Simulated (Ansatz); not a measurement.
Write a Python script for Ansatz 0.2.0, Python API that makes a convergence test of the plane-wave cutoff of TiPbO3, space group P4mm. Level of theory (first run): PBE, PAW, cutoff 250 eV, 6×6×4 k-points, Fermi-Dirac smearing of 0.1 eV. The script varies cutoff (eV): 250, 350, 450, 550, 650.

```
CELL_PARAMETERS angstrom
3.89920 0.00000 0.00000
0.00000 3.89920 0.00000
0.00000 0.00000 4.14990
ATOMIC_POSITIONS crystal
Ti 0.50000 0.50000 0.53820
Pb 0.00000 0.00000 0.00000
O 0.50000 0.50000 0.11300
O 0.50000 0.00000 0.61500
O 0.00000 0.50000 0.61500
```

The script, `tipbo3_ecut.py`:
```python
"""Cutoff test for TiPbO3."""

import warnings

import ansatz as az


def main() -> None:
    warnings.simplefilter("ignore", az.DeckWarning)

    cell = (
        az.Lattice.from_parameters(3.8992, 3.8992, 4.1499, alpha=90.0, beta=90.0, gamma=90.0)
        .atom("Ti", (0.5, 0.5, 0.5382))
        .atom("Pb", (0.0, 0.0, 0.0))
        .atom("O", (0.5, 0.5, 0.113))
        .atom("O", (0.5, 0.0, 0.615))
        .atom("O", (0.0, 0.5, 0.615))
    )

    job = cell.calculation().kpoints(6, 6, 4, center="gamma").occupations("Fermi-Dirac")

    rows = []
    for value in [250, 350, 450, 550, 650]:
        report = job.basis(value).run(threads=1, pin="off").report
        rows.append((value, report["free_energy_ev"] / len(report["lattice"]["sites"]), report["n_iterations"], report["n_pw"]))

    print(" cutoff (eV)   F/atom (eV)    iterations   plane waves")
    for row in rows:
        print(f"{str(row[0]):>12s}  {row[1]:12.5f}  {row[2]:12d}  {row[3]:12d}")

    # the last row is the reference
    for row in rows[:-1]:
        shift = 1000 * (row[1] - rows[-1][1])
        print(f"{row[0]}: {shift:+.2f} meV/atom" + ("  (within 2 meV)" if abs(shift) < 2 else ""))


if __name__ == "__main__":
    main()
```

Output of `python tipbo3_ecut.py`:
```text
 cutoff (eV)   F/atom (eV)    iterations   plane waves
         250   -3221.10873             6           563
         350   -3222.43484             6           945
         450   -3222.49184             6          1375
         550   -3222.49279             6          1847
         650   -3222.49326             6          2341
250: +1384.54 meV/atom
350: +58.42 meV/atom
450: +1.42 meV/atom  (within 2 meV)
550: +0.47 meV/atom  (within 2 meV)
```

From 450 eV on it stays within 2 meV an atom of the value at 650 eV; the first row (250 eV) is off by 1384.5 meV and the last but one by 0.47 meV. The energy falls steadily, as expected when plane waves are added.

What to keep in mind:
- The run is spin-unpolarised.
- Spin-orbit coupling, which matters for elements this heavy, is left out.
- No functional is typed, so the default, PBE, holds.
- The starting cell is as deposited in a crystallographic database; the results hold for this polymorph, which needn't be the stable one.
- Shifts are counted from the last row, which is itself no proven limit.
- The script silences the warnings on its input, which a real study should read.
- It ran for 17 s on 1 thread of Arm Neoverse V2 (shared host), peak memory 0.43 GiB.
